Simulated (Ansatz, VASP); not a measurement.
# Te2Mo (monolayer MoTe2): VASP beside Ansatz

One calculation is typed for both programs; each brings its own data sets. How far apart do they land? The structure shown is the end of the Ansatz relaxation below. Other levels of theory on this material are compared in a session of their own.

Main program and level: Ansatz 0.2.0; plane waves, with VASP 6.6.1 beside it; single point at PBEsol.

## Step 1: The structure

The cell holds 3 atoms: 1 Mo and 2 Te. Its edges and angles: a = 3.491 Å, b = 3.491 Å, c = 20.000 Å, α = 90.0°, β = 90.0°, γ = 120.0°. Vacuum lies along c.

## Step 2: Ansatz: relaxation, PBEsol

Ansatz runs on its default PAW (the set named soft_2) files.

This run makes the geometry at which the two programs are then compared.

input.yaml reads:

```yaml
crystal:
  lattice:
    - [3.519, 0.0, 0.0]
    - [-1.7595, 3.0475433959, 0.0]
    - [0.0, 0.0, 20.0]
  atoms:
    - { symbol: Mo, position: [0.3333333333, 0.6666666667, 0.5] }
    - { symbol: Te, position: [0.6666666667, 0.3333333333, 0.5901] }
    - { symbol: Te, position: [0.6666666667, 0.3333333333, 0.4099] }
hamiltonian:
  xc: pbesol
kpoints:
  mp_grid: { grid: [12, 12, 1] }
scf:
  occupations: { method: fermi_dirac, width: 0.02 }
  convergence: { dr2_threshold: 1.0e-09 }
relax:
  cell: { fix: [c, alpha, beta] }
  f_tol: 0.003
  max_steps: 40
```

Run with:

```console
$ ansatz run input.yaml --threads 2 --pin off --max-ram 4096MiB --backend cpu --events-out ev --progress --plain --runs-dir out
```

Numbers of over 12 decimals in the logs are rounded to 6 here.

Log:

```text
Warning: relax.cell: scf.convergence.dr2_threshold = 1e-9 eV is looser than the 3e-10 eV advised for a relaxation that steers and ends on the stress (1e-10 eV for each atom of the cell: 3). What an SCF threshold leaves in a stress goes as its square root, and in the free energy as the threshold itself, and one threshold admits the most on a small cell: [figures from the program's tests cut] Set scf.convergence.dr2_threshold to 3e-10 eV or tighter. The threshold is an SCF's pass mark: one that does not reach it within its budget of iterations ends unconverged, or closes short of it on a stop that the run arms, and scf.convergence.dr2_threshold's page says what that costs each kind of run
Engine: ansatz 0.2.0, aarch64-unknown-linux-gnu
Pseudopotentials: kind: paw
Pseudopotential: Mo, paw, valence charge 14, recommended cutoff 420 eV (normal), Mo.paw.azcp
Pseudopotential: Te, paw, valence charge 16, recommended cutoff 420 eV (normal), Te.paw.azcp
Functional definition: PBEsol
  exchange = pbesol_x
  correlation = pbesol_c
Crystal: 3 atoms, lattice volume = 214.486 Å³
Basis set: ecut = 420 eV, 4165 PW (Γ), exchange–correlation on 48×48×270 points (8 copies of the dense FFT grid, shifted against one another)
Bands: 28, of which v1, the nominal top of the filled ones, is band 23 counted from 1 (22 counted from 0)
Symmetry: 12 space group operations
Space group: P-6m2 (ITA 187), of the structure as read, at distance tolerance 6.0e-5 Å
k-points: 19 of 144 (time reversal used)
Non-local potential: Mo, projectors of the file, l = 0: 3, l = 1: 2, l = 2: 2, l = 3: 1
Non-local potential: Te, projectors of the file, l = 0: 2, l = 1: 2, l = 2: 2, l = 3: 2
PAW form: soft (Blöchl's): semilocal exchange-correlation on the pseudo side does not see the compensation charge
PAW frozen core: Mo, regenerated for the run's functional, and the local potential with it (the file was generated under x = pbe(κ = 0.804, μ = 0.219515), c = pbe(β = 0.066725))
PAW frozen core: Te, regenerated for the run's functional, and the local potential with it (the file was generated under x = pbe(κ = 0.804, μ = 0.219515), c = pbe(β = 0.066725))
PAW one-centre angular grid: Mo, 590 points (default); XC on 64 Gauss nodes
PAW one-centre angular grid: Te, 590 points (default); XC on 64 Gauss nodes
Initial density: superposition of atomic densities (neutral atoms: chi_scale 0, normalization atom), corrected by the library's trained network
Initial wavefunctions: pseudopotential atomic-orbital guess
Functional: x = pbesol(κ = 0.804, μ = 0.123457), c = pbesol(β = 0.046)
SCF iter   1: F=—  HF=-18701.267358 eV  |F-HF|=—  |Δ(HF+E_count)|=         —  Δρ=3.34e-3  dr2=1.23e-2  ethr=1.77e-3  ⟨swp⟩=10.6  Hψ=2851  notcnv=0
preconditioner: auto → Resta (q_TF=auto, 2.111 Å⁻¹)  ε∞=3.2  [insulator: Δε(μ)=1.168 eV  Ē_g=7.309 eV  σ=0.020 eV  W_gap=1.00  n_scr=30 (ndim 8)  ℏωp=10.8 eV  f_vac=0.629  D(μ)=0.00/eV (n_scr^D=0)  ε∞_Penn≈3.2  vacuum switching on, ρ_ref=3.9e-3 e/Å³]
SCF iter   2: F=—  HF=-18701.269077 eV  |F-HF|=—  |Δ(HF+E_count)|=   1.72e-3  Δρ=1.74e-3  dr2=6.42e-3  ethr=2.66e-5  ⟨swp⟩=2.5  Hψ=1007  notcnv=0  defer=19
SCF iter   3: F=—  HF=-18701.270931 eV  |F-HF|=—  |Δ(HF+E_count)|=   1.85e-3  Δρ=1.26e-3  dr2=7.58e-3  ethr=1.40e-5  ⟨swp⟩=2.0  Hψ=721  notcnv=0  defer=19
SCF iter   4: F=—  HF=-18701.270567 eV  |F-HF|=—  |Δ(HF+E_count)|=   3.64e-4  Δρ=1.98e-4  dr2=8.29e-5  ethr=1.40e-5  ⟨swp⟩=2.0  Hψ=647  notcnv=0  defer=19
SCF iter   5: F=—  HF=-18701.270631 eV  |F-HF|=—  |Δ(HF+E_count)|=   6.41e-5  Δρ=7.19e-5  dr2=2.49e-5  ethr=1.80e-7  ⟨swp⟩=2.3  Hψ=948  notcnv=0  defer=19
SCF iter   6: F=—  HF=-18701.270623 eV  |F-HF|=—  |Δ(HF+E_count)|=   7.89e-6  Δρ=2.33e-5  dr2=1.79e-6  ethr=5.42e-8  ⟨swp⟩=3.0  Hψ=961  notcnv=0  defer=19
SCF iter   7: F=—  HF=-18701.270675 eV  |F-HF|=—  |Δ(HF+E_count)|=   5.19e-5  Δρ=9.83e-6  dr2=3.20e-7  ethr=3.90e-9  ⟨swp⟩=2.7  Hψ=965  notcnv=0  defer=19
SCF iter   8: F=—  HF=-18701.270675 eV  |F-HF|=—  |Δ(HF+E_count)|=   3.75e-8  Δρ=2.86e-6  dr2=1.74e-8  ethr=6.97e-10  ⟨swp⟩=3.0  Hψ=1026  notcnv=0  defer=19
SCF iter   9: F=—  HF=-18701.270675 eV  |F-HF|=—  |Δ(HF+E_count)|=   1.36e-8  Δρ=6.93e-7  dr2=1.38e-9  ethr=3.77e-11  ⟨swp⟩=3.0  Hψ=993  notcnv=0  defer=19
SCF iter  10: F=-18701.270675 eV  HF=-18701.270675 eV  |F-HF|=7.28e-11  |Δ(HF+E_count)|=   1.87e-9  Δρ=1.24e-7  dr2=3.56e-11  ethr=2.17e-12  ⟨swp⟩=5.0  Hψ=1920  notcnv=0
SCF 1 converged in 10 iterations: F = -18701.270675 eV  dr2 = 3.56e-11
  greatest PAW one-centre occupation: 0.999 electrons in one spin orbital (limit 2), on the Mo atom at site 0 (counted from 0), in its partial waves of l = 0
[...]
Crystal: 3 atoms, lattice volume = 211.912 Å³
Basis set: ecut = 420 eV, 4117 PW (Γ), exchange–correlation on 48×48×270 points (8 copies of the dense FFT grid, shifted against one another)
iter 1 solved again at ethr=1.62e-5 eV; its pass at ethr=3.10e-3 eV (dr2=7.46e-3 eV) is discarded
SCF iter   1: F=—  HF=-18701.277154 eV  |F-HF|=—  |Δ(HF+E_count)|=         —  Δρ=1.03e-3  dr2=7.43e-3  ethr=1.62e-5  ⟨swp⟩=2.0  Hψ=3148  notcnv=0
preconditioner: auto → Resta (q_TF=auto, 2.115 Å⁻¹)  ε∞=3.2  [insulator: Δε(μ)=1.194 eV  Ē_g=7.357 eV  σ=0.020 eV  W_gap=1.00  n_scr=30 (ndim 8)  ℏωp=10.8 eV  f_vac=0.628  D(μ)=0.00/eV (n_scr^D=0)  ε∞_Penn≈3.2  vacuum switching on, ρ_ref=3.9e-3 e/Å³]
SCF iter   2: F=—  HF=-18701.277350 eV  |F-HF|=—  |Δ(HF+E_count)|=   1.96e-4  Δρ=1.18e-3  dr2=9.04e-3  ethr=1.61e-5  ⟨swp⟩=2.6  Hψ=776  notcnv=0
SCF iter   3: F=—  HF=-18701.276335 eV  |F-HF|=—  |Δ(HF+E_count)|=   1.01e-3  Δρ=2.58e-4  dr2=1.09e-4  ethr=1.61e-5  ⟨swp⟩=2.0  Hψ=651  notcnv=0
SCF iter   4: F=—  HF=-18701.276315 eV  |F-HF|=—  |Δ(HF+E_count)|=   2.07e-5  Δρ=3.54e-5  dr2=2.44e-6  ethr=2.37e-7  ⟨swp⟩=3.0  Hψ=1021  notcnv=0
SCF iter   5: F=—  HF=-18701.276356 eV  |F-HF|=—  |Δ(HF+E_count)|=   4.19e-5  Δρ=9.53e-6  dr2=1.36e-7  ethr=5.30e-9  ⟨swp⟩=2.6  Hψ=868  notcnv=0
SCF iter   6: F=—  HF=-18701.276357 eV  |F-HF|=—  |Δ(HF+E_count)|=   9.05e-8  Δρ=1.45e-6  dr2=5.62e-9  ethr=2.95e-10  ⟨swp⟩=2.1  Hψ=740  notcnv=0
SCF iter   7: F=-18701.276357 eV  HF=-18701.276357 eV  |F-HF|=1.30e-9  |Δ(HF+E_count)|=   5.21e-9  Δρ=4.76e-7  dr2=8.23e-10  ethr=2.17e-12  ⟨swp⟩=5.9  Hψ=2098  notcnv=0
SCF 3 converged in 7 iterations: F = -18701.276357 eV  dr2 = 8.23e-10
relax step   3: F+E_penalty+E_count = -18701.27635657 eV  Δ(F+E_penalty+E_count) = -5.682e-3 eV  max|allowed force component| = 2.881e-2 eV/Å  Δτ_max = 0.0008 Å  P = -0.118 GPa  Ω = 211.912 Å³  energy of the carried Pulay correction = +1.691e-4 eV  fix = [c, alpha, beta]  reactions: c -0.079 GPa  (7 SCF iters, accepted)
[...]
relax step   4: F+E_penalty+E_count = -18701.27674712 eV  Δ(F+E_penalty+E_count) = -3.906e-4 eV  max|allowed force component| = 8.629e-3 eV/Å  Δτ_max = 0.0014 Å  P = -0.009 GPa  Ω = 211.031 Å³  energy of the carried Pulay correction = +2.274e-4 eV  fix = [c, alpha, beta]  reactions: c -0.024 GPa  (7 SCF iters, accepted)
[...]
relax step   5: F+E_penalty+E_count = -18701.27675023 eV  Δ(F+E_penalty+E_count) = -3.112e-6 eV  max|allowed force component| = 4.794e-6 eV/Å  Δτ_max = 0.0008 Å  P = +0.000 GPa  Ω = 211.081 Å³  energy of the carried Pulay correction = +2.241e-4 eV  fix = [c, alpha, beta]  reactions: c -0.000 GPa  (6 SCF iters, accepted)
[...]
relax step   6: F+E_penalty+E_count = -18701.27652516 eV  Δ(F+E_penalty+E_count) = +2.251e-4 eV  max|allowed force component| = 3.779e-5 eV/Å  Δτ_max = 0.0000 Å  P = +0.000 GPa  Ω = 211.081 Å³  fix = [c, alpha, beta]  reactions: c -0.000 GPa  stress off target by 5.96e-4 GPa on what of the cell is left free  SCF on the basis re-selected at this cell (its energy is not comparable with the rows above)  (4 SCF iters)
basis re-selected at this cell: Δ(F+E_penalty+E_count) = +2.251e-4 eV, ΔP = +0.000 GPa vs the last step (what re-selecting the basis moved, of the pressure what is left beyond the Pulay correction that the steps carried, after the strain that the cell walked since its last selection, with what the two solves' SCF thresholds leave and, on support functions, any second-order correction that the steps lacked; it is no m [...]
SCF converged after 4 iterations
Free energy (F): -18701.276525 eV
Harris-Foulkes:  -18701.276525 eV  (|F-HF|=1.60e-10)
Internal energy: -18701.276525 eV  (E = F + TS)
E sigma→0 (E₀):  -18701.276525 eV
Fermi energy:    1.745569 eV
--- Per-component energies (eV) ---
  E_band       = -1082.849432
  E_kinetic    = 805.814619
  E_local      = -34857.464279  (includes V_loc(G=0)·N_el)
  E_nonlocal   = -469.561069
  E_hartree    = 17391.830757
  E_xc         = -430.153808
  E_vxc        = -438.131813  (∫ρ·V_xc dr)
  E_paw        = -12314.379210  (= ΣΔE_a)
  E_vpaw       = -907.170053  (= ΣTr[D̂ρ^β])
  E_aug_tail   = -0.000309  (compensation charges beyond the density's cutoff)
  E_ewald      = 11171.677845
  E_core_change = 0.958930  (= ΣΔE_core)
  E_smearing   = -0.000000  (= −TS)
  E_closure    = -0.000000  (closes the sum)
  Σ components = -18701.276525   (vs F -18701.276525, Δ=0.00e0)
--- Forces (eV/Å), atoms counted from 1 ---
  atom   1  Mo    -0.00000000     0.00000000    -0.00000000
  atom   2  Te     0.00000000    -0.00000000     0.00003779
  atom   3  Te     0.00000000    -0.00000000    -0.00003779
  max |Σ_I F_I| component: 3.24e-17 eV/Å
--- Stress (GPa, compression-positive) ---
        0.000596       0.000000       0.000000
        0.000000       0.000596      -0.000000
        0.000000      -0.000000      -0.000031
  P = ⅓ Tr σ = 0.0004 GPa (0.004 kbar)
--- Relaxed structure (5 steps of the walk, 4 accepted, 1 SCFs on fresh bases) ---
  F+E_penalty+E_count = -18701.27652516 eV   max|allowed force component| = 3.779e-5 eV/Å   (the final SCF, on the basis selected at the relaxed cell)
  cell:  # Å, volume = 211.0810 Å³
    - [3.490955, 0, 0.0]
    - [-1.745478, 3.023256, 0.0]
    - [0.0, 0.0, 20.0]
  atoms:
    - { symbol: Mo, position: [0.333333, 0.666667, 0.500000] }
    - { symbol: Te, position: [0.666667, 0.333333, 0.590170] }
    - { symbol: Te, position: [0.666667, 0.333333, 0.409830] }
```

The column dr2 measures how far the density is from self-consistency, as an energy; F and HF (Harris–Foulkes) agree once it is small.

## Step 3: VASP: single point, PBEsol

The same cell, functional, mesh and smearing now go to VASP, with its own data sets.

Lines of VASP's logs that name or quote its potential files are left out, and so is its time.

INCAR reads:

```
SYSTEM = Te2Mo
PREC = Accurate
ENCUT = 500
EDIFF = 1E-06
NELM = 120
ISMEAR = -1
SIGMA = 0.02
LREAL = .FALSE.
ALGO = Normal
GGA = PS
NBANDS = 19
LASPH = .TRUE.
LORBIT = 11
LWAVE = .FALSE.
LCHARG = .FALSE.
ISIF = 2
GGA_COMPAT = .FALSE.
EFERMI = MIDGAP
KPAR = 2
```

POSCAR reads:

```
Te2Mo
1.0
    3.4909551330      0.0000000000      0.0000000000
   -1.7454775665      3.0232558287      0.0000000000
    0.0000000000      0.0000000000     20.0000000000
Mo Te
1 2
Direct
    0.3333333333      0.6666666667      0.5000000000
    0.6666666667      0.3333333333      0.5901704657
    0.6666666667      0.3333333333      0.4098295343
```

KPOINTS reads:

```
Automatic mesh
0
Gamma
12 12 1
0 0 0
```

PAW data sets: Mo_sv and Te (PBE family, release 64).

Run with:

```console
$ mpirun -np 2 vasp_std
```

Log:

```text
[banner, memory and clock lines left out]
running    2 mpi-ranks, on    1 nodes
 distrk:  each k-point on    1 cores,    2 groups
 distr:  one band on    1 cores,    1 groups

 POSCAR found type information on POSCAR MoTe
 POSCAR found :  2 types and       3 ions
|                                                                             |
|               ----> ADVICE to this user running VASP <----                  |
|                                                                             |
|     You enforced a specific xc type in the INCAR file but a different       |
|     [... a line on the potential file left out ...]
|     I HOPE YOU KNOW WHAT YOU ARE DOING!                                     |
|                                                                             |

 LDA part: xc-table for (Slater+PW92), standard interpolation
 POSCAR, INCAR and KPOINTS ok, starting setup
 FFT: planning ... GRIDC
 FFT: planning ... GRID_SOFT
 FFT: planning ... GRID
 WAVECAR not read
 entering main loop
       N       E                     dE             d eps       ncg     rms          rms(c)
DAV:   1     0.124073548910E+03    0.12407E+03   -0.12822E+04  1018   0.103E+03
DAV:   2    -0.117732133557E+02   -0.13585E+03   -0.13275E+03   987   0.208E+02
DAV:   3    -0.202006523673E+02   -0.84274E+01   -0.83661E+01   995   0.448E+01
DAV:   4    -0.203790564846E+02   -0.17840E+00   -0.17817E+00  1011   0.662E+00
DAV:   5    -0.203810091674E+02   -0.19527E-02   -0.19525E-02   971   0.778E-01    0.166E+01
DAV:   6    -0.198971801333E+02    0.48383E+00   -0.43627E+00   762   0.123E+01    0.624E+00
DAV:   7    -0.198625795607E+02    0.34601E-01   -0.42216E+00   755   0.982E+00    0.454E+00
DAV:   8    -0.196177895878E+02    0.24479E+00   -0.11927E+00   765   0.571E+00    0.150E+00
DAV:   9    -0.196192242727E+02   -0.14347E-02   -0.94793E-02   915   0.165E+00    0.844E-01
DAV:  10    -0.196134664701E+02    0.57578E-02   -0.28833E-02   802   0.101E+00    0.192E-01
DAV:  11    -0.196135090016E+02   -0.42531E-04   -0.11827E-03   886   0.208E-01    0.945E-02
DAV:  12    -0.196137371553E+02   -0.22815E-03   -0.20732E-04   912   0.704E-02    0.555E-02
DAV:  13    -0.196138811693E+02   -0.14401E-03   -0.74999E-04   880   0.132E-01    0.510E-02
DAV:  14    -0.196139950726E+02   -0.11390E-03   -0.34990E-05   916   0.269E-02    0.452E-02
DAV:  15    -0.196141791478E+02   -0.18408E-03   -0.70941E-05   907   0.469E-02    0.516E-03
DAV:  16    -0.196142309453E+02   -0.51798E-04   -0.43589E-06   799   0.959E-03    0.418E-03
DAV:  17    -0.196142525348E+02   -0.21589E-04   -0.36828E-06   739   0.630E-03    0.325E-03
DAV:  18    -0.196142643869E+02   -0.11852E-04   -0.99260E-07   755   0.307E-03    0.178E-03
DAV:  19    -0.196142699789E+02   -0.55919E-05   -0.72646E-07   754   0.244E-03    0.935E-04
DAV:  20    -0.196142788168E+02   -0.88379E-05   -0.28382E-07   611   0.232E-03    0.155E-03
DAV:  21    -0.196142835156E+02   -0.46988E-05   -0.15153E-07   646   0.138E-03    0.655E-04
DAV:  22    -0.196142851868E+02   -0.16711E-05   -0.68592E-08   566   0.917E-04    0.105E-04
DAV:  23    -0.196142857239E+02   -0.53710E-06   -0.24337E-08   518   0.357E-04
   1 F= -.19614286E+02 E0= -.19614286E+02  d E =-.314458E-14
```

Parts of OUTCAR (step 3):

```text
ion  position               nearest neighbor table
   1  0.333  0.667  0.500-   2 2.70   3 2.70   2 2.70   3 2.70   2 2.70   3 2.70
   2  0.667  0.333  0.590-   1 2.70   1 2.70   1 2.70   3 3.61
   3  0.667  0.333  0.410-   1 2.70   1 2.70   1 2.70   2 3.61

  LATTYP: Found a hexagonal cell.
 ALAT       =     3.4909551330
 C/A-ratio  =     5.7290911049

 Subroutine GETGRP returns: Found 12 space group operations
 (whereof 12 operations were pure point group operations)

The static configuration has the point symmetry D_3h.

 Found     19 irreducible k-points:

   k-points           NKPTS =     19   k-points in BZ     NKDIM =     19   number of bands    NBANDS=     19

   dimension x,y,z NGX =    28 NGY =   28 NGZ =  150
   dimension x,y,z NGXF=    56 NGYF=   56 NGZF=  300

   ENCUT  =  500.0 eV  36.75 Ry    6.06 a.u.   6.36  6.36 36.46*2*pi/ulx,y,z

   NELECT =      26.0000    total number of electrons

 k-points in reciprocal lattice and weights: Automatic mesh
   0.00000000  0.00000000  0.00000000       0.007
   0.08333333  0.00000000  0.00000000       0.042
   0.16666667 -0.00000000  0.00000000       0.042
   0.25000000  0.00000000  0.00000000       0.042
   0.33333333  0.00000000  0.00000000       0.042
   0.41666667 -0.00000000  0.00000000       0.042
   0.50000000  0.00000000  0.00000000       0.021
   0.08333333  0.08333333  0.00000000       0.042
   0.16666667  0.08333333  0.00000000       0.083
[...]
0.33333333  0.25000000  0.00000000       0.083
   0.33333333  0.33333333  0.00000000       0.014

 average (electrostatic) potential at core
       1 -81.4988       2 -94.2377       3 -94.2377

 E-fermi :   0.2033

 k-point     1 :       0.0000    0.0000    0.0000
  band No.  band energies     occupation
    ...
      9      -2.0346      2.00000
     10      -2.0346      2.00000
     11      -1.2269      2.00000
     12      -1.2269      2.00000
     13      -0.9609      2.00000
     14       2.8880      0.00000
     15       2.8880      0.00000
     16       3.1902      0.00000
     17       3.1902      0.00000
     18       3.9023      0.00000
    ...

 k-point     2 :       0.0833    0.0000    0.0000
  band No.  band energies     occupation
    ...
      9      -2.2554      2.00000
     10      -1.9500      2.00000
     11      -1.3594      2.00000
     12      -1.1497      2.00000
     13      -0.9616      2.00000
     14       2.4628      0.00000
     15       2.5837      0.00000
     16       2.9653      0.00000
     17       2.9699      0.00000
     18       4.0696      0.00000
    ...

 k-point     3 :       0.1667   -0.0000    0.0000
  band No.  band energies     occupation
    ...
      9      -2.8190      2.00000
     10      -1.7102      2.00000
     11      -1.6851      2.00000
     12      -1.2052      2.00000
     13      -1.0236      2.00000
     14       1.6552      0.00000
     15       1.9074      0.00000
     16       2.4527      0.00000
     17       3.1460      0.00000
     18       4.3868      0.00000
    ...

  Total        0.0494341      0.0494341      0.1005524      0.0000000     -0.0000000      0.0000000
  in kB        0.3752217      0.3752217      0.7632270      0.0000000     -0.0000000      0.0000000
  external PRESSURE =       0.5045568 kB  Pullay stress =       0.0000000 kB

  energy-cutoff  :      500.00
  volume of cell :      211.08
      direct lattice vectors                 reciprocal lattice vectors
     3.490955133  0.000000000  0.000000000     0.286454555  0.165384615  0.000000000
    -1.745477566  3.023255829  0.000000000     0.000000000  0.330769229  0.000000000
     0.000000000  0.000000000 20.000000000     0.000000000  0.000000000  0.050000000

 POSITION                                       TOTAL-FORCE (eV/Angst)
 -----------------------------------------------------------------------------------
     -0.00000      2.01550     10.00000         0.000000      0.000000      0.000000
      1.74548      1.00775     11.80341        -0.000000     -0.000000      0.030490
      1.74548      1.00775      8.19659        -0.000000      0.000000     -0.030490
 -----------------------------------------------------------------------------------
    total drift:                                0.000000     -0.000000     -0.000000

  FREE ENERGIE OF THE ION-ELECTRON SYSTEM (eV)
  ---------------------------------------------------
  free  energy   TOTEN  =       -19.6142857239 eV

  energy  without entropy=      -19.6142857239  energy(sigma->0) =      -19.61428572

 total charge
# of ion       s       p       d       tot
------------------------------------------
    1        2.259   6.152   4.009  12.420
    2        1.384   1.985   0.064   3.434
    3        1.384   1.985   0.064   3.434
--------------------------------------------------
tot          5.027  10.122   4.137  19.287

[... 3 further parts left out ...]
```

## Step 4: Side by side

Known differences besides the potentials themselves: the data sets hold 46 valence electrons in Ansatz (on its default PAW (the set named soft_2) files) and 26 in VASP; the cutoff is 420 eV in Ansatz and 500 eV in VASP; Ansatz makes its cores anew for this functional, VASP keeps those of its PBE data sets; Ansatz's pressure holds a Pulay correction, VASP's none. Total energies have different zeros and are not compared.

The two programs side by side:

```tsv
quantity	Ansatz	VASP	difference
pressure (GPa)	0.00	0.05	-0.05
gap on the k mesh (eV)	1.203	1.202	+0.001
```

At this near-relaxed geometry the largest component of a force difference is 30 meV/Å. A gap on the mesh is an upper bound, since the band edges may lie between its points. With vacuum in the cell, a pressure given here is an average over mostly empty space and none of the material.

## Step 5: Results

```json
{
 "r.m.s. force difference (single point, PBEsol)": "14 meV/Å"
}
```

The r.m.s. force difference is 14 meV/Å (single point, PBEsol), beyond the 12 meV/Å picked in this series as the mark of a large difference. The data sets hold unlike numbers of valence electrons (46 in Ansatz and 26 in VASP), so part of the differences comes from the potentials. What causes the difference of the single point, PBEsol pair stays open here. 5 further runs of this series are not shown here. Such differences can come from data sets, numerical settings and the points named under the comparisons, not from the functional's error against experiment.

[Lines on the potential files, build, host, timing and source positions are cut from VASP's logs without a mark.]

[Logs are printed without paths, hosts, clocks, repeated set-up lines and the standing remarks that a program may print on its own settings, such as how far it seeks lower states.]

[Hosts, paths, dates, database ids (printed as entryN), source tags and the programs' standing remarks are cut or masked in the printed files.]
